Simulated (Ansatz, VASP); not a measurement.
**BAs: VASP beside Ansatz**

```xyz
2
Lattice="0.0000 2.4353 2.4353 2.4353 0.0000 2.4353 2.4353 2.4353 0.0000" Properties=species:S:1:pos:R:3 pbc="T T T"
As    3.6530    3.6530    3.6530
B     0.0000    0.0000    0.0000
```

Change from the starting cell: volume scaled by 1.06.

Alike in both runs: task single point; functional PBEsol; k mesh 10 × 10 × 10; occupations fermi-dirac, width 0.15 eV; collinear spin.

|  | VASP | Ansatz |
| --- | --- | --- |
| version | VASP 6.6.1 | Ansatz 0.2.0 |
| potentials or method | VASP PAW PBE potentials, release 64 (As, B), cutoff 520 eV | all-electron LAPW, inner shells corrected to Dirac's equation |

```csv
,VASP,Ansatz,Ansatz less VASP
gap on the k mesh at the Fermi level (eV),1.13,1.14,+0.010
least direct gap on the mesh (eV),3.17,3.18,+0.006
pressure (GPa),-7.2,-7.9,-0.68
net moment per atom (μB),0.00,0.00,0.000
```

Ansatz ran all-electron here, so the differences hold the error of VASP's frozen core and of both bases.

Caveats: the PAW data sets were made with another functional, which shifts forces and pressure a little (VASP); the starting moments weren't kept (Ansatz). A k mesh can miss the band edges.
